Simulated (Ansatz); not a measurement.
**GaP under compression and expansion**

```cif
data_structure
_symmetry_space_group_name_H-M 'P 1'
_symmetry_Int_Tables_number 1
_cell_length_a 3.8541
_cell_length_b 3.8541
_cell_length_c 3.8541
_cell_angle_alpha 60.000
_cell_angle_beta 60.000
_cell_angle_gamma 60.000
_cell_volume 40.48
loop_
_atom_site_label
_atom_site_type_symbol
_atom_site_fract_x
_atom_site_fract_y
_atom_site_fract_z
_atom_site_occupancy
Ga1 Ga 0.00000 0.00000 0.00000 1
P1 P 0.75000 0.75000 0.75000 1
```

The runs use the primitive cell with vectors (0.000, 2.725, 2.725), (2.725, 0.000, 2.725), (2.725, 2.725, 0.000) Å, to which the k mesh refers.

The cell is COD entry 9008846, as deposited and not checked against the literature; nothing was relaxed.

All numbers are computed: DFT, PBEsol, all-electron LAPW, scalar-relativistic (Ansatz 0.2.0); DFT, PBEsol, PAW with Ansatz's default frozen-core files, scalar-relativistic (Ansatz 0.2.0).

For LAPW: a Γ-centred 12×12×12 k mesh, Fermi–Dirac smearing of 0.08 eV, basis error target 0.5 meV/atom, no spin polarisation. PAW takes a cutoff of 420 eV at this cell (files made with PBE, cores remade for this functional). The Ansatz runs share mesh, smearing and spin set-up. Plane-wave (PAW) pressures include the program's estimate of the Pulay term.

The cell above is scaled evenly, with fractional coordinates and shape held.

```csv
V/V(cell),V (Å³/atom),"P, LAPW (GPa)","P, PAW (GPa)","gap on the k mesh, LAPW (eV)","free energy over the lowest listed, PAW (meV/atom)"
0.9400,19.026,5.29,5.31,1.35,17.0
0.9600,19.431,3.12,3.14,1.40,6.4
0.9800,19.836,1.18,1.19,1.43,0.9
0.9900,20.038,0.28,0.30,1.45,0.0
1.0000,20.240,-0.57,-0.55,1.47,0.2
1.0100,20.443,-1.37,-1.35,1.49,1.4
1.0200,20.645,-2.12,-2.11,1.50,3.6
1.0400,21.050,?,?,?,?
1.0600,21.455,-4.77,-4.76,1.28,21.2
```

(1) Fill in the row V/V(cell) = 1.0400.

(2) What do Birch–Murnaghan fits to the pressures give?

Results:

(1) P, LAPW (GPa) = -3.52, P, PAW (GPa) = -3.51, gap on the k mesh, LAPW (eV) = 1.43, free energy over the lowest listed, PAW (meV/atom) = 10.7.

(2) LAPW: V0 = 20.10 Å³/atom, B0 = 85 GPa, B0′ = 4.5; PAW: V0 = 20.11 Å³/atom, B0 = 85 GPa, B0′ = 4.5.
